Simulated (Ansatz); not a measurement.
# BP: the cost of one run

Program: Ansatz 0.2.0. Level of theory: DFT PBE, scalar-relativistic, plane waves, PAW. These are calculated values, not measurements.

2 further runs of the same task are left out: 2 set aside as unsound or not needed.

**1. Starting point**

Symmetry: F-43m, No. 216, cubic system. Conventional cell: a = 4.548 Å, b = 4.548 Å, c = 4.548 Å, α = 90.00°, β = 90.00°, γ = 90.00°. B (site symmetry -43m) is surrounded by 4 P at 1.97 Å. Around P (site symmetry -43m) lie 4 B at 1.97 Å.

Structure file:

```cif
data_structure
_symmetry_space_group_name_H-M 'F-43m'
_symmetry_Int_Tables_number 216
_cell_length_a 4.5484
_cell_length_b 4.5484
_cell_length_c 4.5484
_cell_angle_alpha 90.000
_cell_angle_beta 90.000
_cell_angle_gamma 90.000
_cell_volume 94.10
loop_
_atom_site_label
_atom_site_type_symbol
_atom_site_symmetry_multiplicity
_atom_site_Wyckoff_symbol
_atom_site_fract_x
_atom_site_fract_y
_atom_site_fract_z
_atom_site_occupancy
B1 B 4 a 0.00000 0.00000 0.00000 1
P1 P 4 c 0.25000 0.25000 0.25000 1
```

This cell was relaxed beforehand with the same method: volume 11.76 Å³/atom, gap on the mesh 1.25 eV.

**2. Relaxing at 25 GPa**

At a set pressure the run lowers the enthalpy E + PV, so the energy alone may rise along the way.

input.yaml reads:

```yaml
crystal:
  lattice:
    - [0.0, 2.2741906187, 2.2741906187]
    - [2.2741906187, 0.0, 2.2741906187]
    - [2.2741906187, 2.2741906187, 0.0]
  atoms:
    - { symbol: B, position: [0.0, 0.0, 0.0] }
    - { symbol: P, position: [0.75, 0.75, 0.75] }
basis:
  ecutwfc: 420
kpoints:
  mp_grid: { grid: [10, 10, 10] }
hamiltonian:
  xc: pbe
scf:
  occupations: { method: fixed }
output:
  forces: true
  stress: true
  eigenvalues: true
relax:
  adjacent_minimum: "off"
  f_tol: 0.001
  max_steps: 60
  cell: { stress_tol: 0.02, p_target: 25.0 }
```

The run is started by

```sh
> ansatz run input.yaml --threads 1 --pin off --max-ram 3072MiB --backend cpu --events-out ev --progress --plain --runs-dir out
```

**Question.** How long does this run take on 1 thread of Arm Neoverse V1, shared host, and how much memory does it need?

About 12 s, with a peak of 0.27 GiB.
